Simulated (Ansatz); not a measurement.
Runs of Ansatz 0.2.0 on C. Symmetry: P6_3/mmc, No. 194, hexagonal system. The conventional cell has a = 2.522 Å, b = 2.522 Å, c = 8.237 Å, α = 90.00°, β = 90.00°, γ = 120.00°. Around C (site symmetry 3m) lie 4 C at 1.54 Å. C (site symmetry 3m) has 4 C at 1.54 Å as nearest neighbours. This is a hexagonal form of diamond, not graphite.

```csv
task,level,potentials or basis,cell,cutoff (eV),points for each segment of the path,gap on the mesh (eV),pressure (GPa),largest force (eV/Å)
relaxation of cell and atoms,BLYP,Ansatz PAW,relaxed,420,-,4.81,0.0,-
single point,PBE,Ansatz PAW,as given,350,-,4.42,1.3,(b)
band structure,PBEsol,Ansatz PAW,as given,420,10,4.28,-4.3,0.33
band structure,PBE,SSSP efficiency PAW,as given,612,10,(c),(a),0.33
```

Alike in all rows: no spin polarisation; k mesh 12 × 12 × 4; smearing fermi-dirac 0.05 eV.

Q: Estimate the missing entries.

A: (a) 2.7; (b) 0.32; (c) 4.43.

Caveats: the PAW data sets come from PBE, with cores solved anew for the run's functional, which leaves a small shift of forces and pressure (some runs); the plane-wave basis is chosen anew once the cell has moved, so the energies of steps on either side of that aren't comparable (some runs); the pressure holds a Pulay correction of +5.1 GPa for the finite cutoff (some runs); the cutoff lies under the one recommended for these potentials (some runs).

A k mesh can miss the band edges.
